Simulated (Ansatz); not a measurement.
## Ti₂C: sound and stiffness along [100], [110] and [111]

Computed with DFT LDA, scalar-relativistic, plane waves, PAW (Ansatz). Plane waves to 420 eV; Γ-centred k mesh 8×8×8; Fermi-Dirac smearing of 0.15 eV. No spin polarisation.

Equilibrium structure at this level:
Space group Fd-3m:1 (No. 227). a = 8.471 Å, b = 8.471 Å, c = 8.471 Å, α = 90.00°, β = 90.00°, γ = 90.00°
```
atom site symmetry x y z
  Ti   32e       .3m  0.8802  0.1198  0.1198
   C   16c      .-3m  0.1250  0.1250  0.1250
```

In a metal, frequencies and elastic constants depend on the k mesh and the smearing, soft modes and shear constants most.

With ions relaxed, on the cubic axes: C11 = 214.8, C12 = 123.4, C44 = 119.4 GPa. The density is 4.709 g/cm³.

Question: Is the crystal stable against strain, and how anisotropic is it?

Answer: Born's conditions hold: C11 + 2C12 = 461.7, C11 − C12 = 91.3 and C44 = 119.4 GPa are all positive. B = (C11 + 2C12)/3 = 153.9 GPa. The two shear moduli are C44 and C′ = (C11 − C12)/2 = 45.7 GPa, so Zener's ratio is A = C44/C′ = 2.61: the tetragonal shear C′ is the soft one, as in many fcc and bcc metals and zincblende crystals. The Cauchy pressure C12 − C44 is 4.1 GPa; it would vanish for pair forces between atoms on inversion centres at zero pressure, and here it is small.

Question: Give the sound speeds along the three symmetry directions.

Answer: The Christoffel equation gives ρv² for each branch:
```
direction branch                    ρv²    GPa v (m/s)
    [100]              L                    C11  214.8     6754
    [100]         T (×2) C44  119.4     5035
    [110]              L   (C11 + C12 + 2C44)/2  288.5     7827
    [110]   T, u ∥ [001]                    C44  119.4     5035
    [110]  T, u ∥ [1-10]          (C11 − C12)/2   45.7     3114
    [111]              L  (C11 + 2C12 + 4C44)/3  313.0     8153
    [111]         T (×2) (C11 − C12 + C44)/3   70.2     3862
```

Question: How does Young's modulus depend on direction?

Answer: Inverting gives S11 = 8.020, S12 = -2.927, S44 = 8.378 TPa⁻¹. Along a unit vector (l, m, n), 1/E = S11 − 2(S11 − S12 − S44/2)(l²m² + m²n² + n²l²), where the last bracket is 0, 1/4 and 1/3 for [100], [110] and [111]: E = 125, 215 and 285 GPa. With A > 1 the body diagonal is stiffest. For a film on (001), the biaxial modulus is C11 + C12 − 2C12²/C11 = 196 GPa and the normal strain is −2C12/C11 = -1.15 times the in-plane one.

Cost: 2 runs of about 68 core-minutes in all, on Intel Xeon Processor @ 2.50GHz (Skylake/Cascade Lake), AMD EPYC (Zen 3) (shared hosts).

The cubic carbide resists stretching least along the cube axes and most along the body diagonals, with Young's modulus rising from 125 to 285 GPa. This reverses the weak anisotropy of rocksalt TiC, which is stiffest along the cube axes. The structure suggests why: it is a rocksalt derivative with half the carbon sites empty in an ordered pattern, so the straight Ti–C–Ti rows that carry axial load through strong p–d bonds are interrupted by vacancies. Titanium, bonded to carbon on one side only, can shift towards or away from the vacancies and so probably relieves much of the tetragonal strain, leaving C′ at 45.7 GPa and the [1-10]-polarised shear wave along [110] the slowest.

The small Cauchy pressure is no evidence for central forces, since titanium does not sit on an inversion centre and the bonding is partly covalent and partly metallic. Positive elastic moduli establish stability against small homogeneous strain, but not against finite-wavelength phonons or a different ordering of the carbon vacancies.
